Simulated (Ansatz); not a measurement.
Runs of Ansatz 0.2.0 on PtSe2 (Sudovikovite). It takes space group P-3m1 (No. 164, trigonal). Conventional cell: a = 3.724 Å, b = 3.724 Å, c = 5.062 Å, α = 90.00°, β = 90.00°, γ = 120.00°. Pt (site symmetry -3m) is surrounded by 6 Se at 2.49 Å. Se (site symmetry 3m) is surrounded by 3 Pt at 2.49 Å. 

```tsv
task	level	spin	cell	k mesh	cutoff (eV)	smearing	points for each segment of the path	gap on the mesh (eV)	pressure (GPa)	relaxed volume (Å³/atom)	largest force (eV/Å)
relaxation of cell and atoms	revPBE+D3(BJ)	off	relaxed	8 × 8 × 5	420	fermi-dirac 0.05 eV	-	-	0.0	19.11	-
band structure	r2SCAN	off	as given	8 × 8 × 5	500	fermi-dirac 0.05 eV	14	none	4.9	-	(a)
single point	PBE	off	as given	8 × 8 × 5	420	gaussian 0.015 eV	-	none	7.3	-	0.57
single point	PBE	off	as given	8 × 8 × 5	420	gaussian 0.012 eV	-	none	7.3	-	0.57
relaxation of cell and atoms	PBE+D4	off	relaxed	8 × 8 × 5	420	fermi-dirac 0.05 eV	-	none	0.0	19.78	-
relaxation of cell and atoms	PBE+D3(BJ)	off	relaxed	8 × 8 × 5	420	fermi-dirac 0.05 eV	-	none	0.0	(b)	-
relaxation of cell and atoms	revPBE+D4	off	relaxed	8 × 8 × 5	420	fermi-dirac 0.05 eV	-	-	0.0	19.28	-
single point	PBE	off	as given	8 × 8 × 5	420	gaussian 0.014 eV	-	none	7.3	-	0.57
single point	PBE	off	as given	8 × 8 × 5	420	gaussian 0.013 eV	-	none	7.3	-	0.57
relaxation of cell and atoms	BLYP	off	relaxed	8 × 8 × 5	420	fermi-dirac 0.05 eV	-	1.29	0.0	38.49	-
band structure	r2SCAN	SOC, no magnetisation	as given	6 × 6 × 4	500	fermi-dirac 0.05 eV	14	none	4.9	-	0.36
```

Alike in all rows: potentials or basis Ansatz PAW.

Fill in the values left out.

(a) 0.37; (b) 19.76.

Caveats: the plane-wave basis is chosen anew once the cell has moved, so the energies of steps on either side of that aren't comparable (some runs); the PAW data sets come from PBE, with cores solved anew for the run's functional, which leaves a small shift of forces and pressure (some runs); spin-orbit coupling is left out, which moves the levels of the heavy elements (some runs); pairwise dispersion overbinds metals, which lowers pressure and volume (some runs); the volume moved by over 15 % at a fixed basis, so the end points are rough (some runs); odd divisions of the mesh miss points on the zone boundary, where band edges often lie, so the gap on the mesh can be too wide (some runs); the volume moved by +90 % from the deposited cell, more than functionals usually miss (some runs).

A k mesh can miss the band edges, and rows without SOC leave out spin-orbit coupling on Pt, Se.

A gap of «none» marks a metal or a gap under the smearing width.
